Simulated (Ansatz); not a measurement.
# Scan of one atom of the cell for BaF2 (fluorite)

Relaxed BaF2 (fluorite):

```xyz
3
Lattice="0.0000 3.1232 3.1232 3.1232 0.0000 3.1232 3.1232 3.1232 0.0000" Properties=species:S:1:pos:R:3 pbc="T T T"
Ba     0.0000     0.0000     0.0000
F      1.5616     1.5616     1.5616
F      4.6848     4.6848     4.6848
```

In this cell atom 3 (F, nearest neighbour Ba at 2.705 Å; its periodic images, 4.4 Å or more away, move with it) is moved by s towards the nearest neighbour, unit vector (-0.577, -0.577, 0.577); all other atoms and the cell stay fixed.

Computed with PBE (plane waves to 420 eV, PAW, scalar-relativistic; Ansatz, a first-principles code). k mesh 7×7×7 (Γ-centred), Fermi-Dirac smearing 0.05 eV. E stands for the smeared free energy. Compression counts positive. F∥ is the force on the atom along that direction. BaF2 was relaxed with its symmetry unable to fall. The zero of ΔE is the undisplaced structure.

```json
[
 {"s (Å)": "-0.270", "ΔE (eV/cell)": "0.0752", "F∥ (eV/Å)": "0.498", "P (GPa)": "0.62"},
 {"s (Å)": "-0.216", "ΔE (eV/cell)": "0.0502", "F∥ (eV/Å)": "0.425", "P (GPa)": "0.42"},
 {"s (Å)": "-0.162", "ΔE (eV/cell)": "0.0295", "F∥ (eV/Å)": "0.340", "P (GPa)": "0.25"},
 {"s (Å)": "-0.108", "ΔE (eV/cell)": "0.0137", "F∥ (eV/Å)": "0.242", "P (GPa)": "0.12"},
 {"s (Å)": "-0.054", "ΔE (eV/cell)": "0.0036", "F∥ (eV/Å)": "0.130", "P (GPa)": "0.03"},
 {"s (Å)": "0.000", "ΔE (eV/cell)": "0.0000", "F∥ (eV/Å)": "0.000", "P (GPa)": "0.00"},
 {"s (Å)": "0.054", "ΔE (eV/cell)": "0.0039", "F∥ (eV/Å)": "-0.150", "P (GPa)": "0.04"},
 {"s (Å)": "0.108", "ΔE (eV/cell)": "0.0166", "F∥ (eV/Å)": "-0.324", "P (GPa)": "0.15"},
 {"s (Å)": "0.162", "ΔE (eV/cell)": "0.0394", "F∥ (eV/Å)": "-0.526", "P (GPa)": "0.36"},
 {"s (Å)": "0.216", "ΔE (eV/cell)": "0.0740", "F∥ (eV/Å)": "-0.763", "P (GPa)": "0.67"},
 {"s (Å)": "0.270", "ΔE (eV/cell)": "0.1226", "F∥ (eV/Å)": "-1.042", "P (GPa)": "1.11"}
]
```

Read from the data:

The energy at s = 0.270 Å comes out as 122.6 meV/cell and the force along the line at s = -0.270 Å is 0.498 eV/Å. The force constant k = d²E/ds² at s = 0 (finite differences) comes out as 2.58 eV/Å². Symmetry of the curve: not even: the positive side lies higher at ±0.270 Å. Shape of the curve: a single well with its minimum at or next to zero displacement. Harmonic estimate at the end of the scan: ½ks² = 93.9 meV/cell against the computed 122.6 meV/cell, so the well is stiffer than harmonic there.

The 11 points together took very roughly 60 core-seconds.

(A displaced cell: forces are minus the slopes of the energy, force constants its curvatures, and phonons follow from these.)
